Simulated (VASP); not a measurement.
A run of VASP 6.6.1:

The input INCAR:

```
SYSTEM = BiTe
ALGO     = Normal         ! electronic algorithm
EDIFF    = 1E-6           ! SCF threshold, eV
ENCUT    = 520            ! plane-wave cutoff, eV
GGA      = PS             ! functional
ISIF     = 2              ! what is computed and relaxed
ISMEAR   = 1              ! smearing method
LASPH    = .True.         ! aspherical terms in the spheres
LCHARG   = .True.         ! write CHGCAR
LELF     = .True.         ! ELF
LREAL    = .False.        ! projectors in reciprocal space
LVHAR    = .True.       
LWAVE    = .False.        ! write WAVECAR
NBANDS   = 18             ! bands
NELM     = 60             ! most SCF steps
PREC     = Accurate       ! precision mode
SIGMA    = 0.1            ! smearing width, eV
```

The input KPOINTS:

```
k-points
0
Gamma
  5 5 5
  0 0 0
```

POSCAR

```
BiTe
1.0
    0.0000000000      3.2350000000      3.2350000000
    3.2350000000      0.0000000000      3.2350000000
    3.2350000000      3.2350000000      0.0000000000
Bi Te
1 1
Direct
    0.0000000000      0.0000000000      0.0000000000
    0.5000000000      0.5000000000      0.5000000000
```

Potentials or basis: VASP PAW PBE potentials, release 64 (Bi_d, Te).

The run is started by

```console
$ cat potpaw_PBE.64/Bi_d/POTCAR potpaw_PBE.64/Te/POTCAR > POTCAR
$ mpirun -np 1 vasp_std > vasp.out
```

Hardware: 1 thread of Intel(R) Xeon(R) Platinum 8488C (Sapphire Rapids) (shared host).

Task: How long does it take, and how much memory?

Result: Wall time 12 s on 1 thread of Intel(R) Xeon(R) Platinum 8488C (Sapphire Rapids) (shared host), peak memory 0.2 GiB. Counts: scf iterations 12, k points 10.
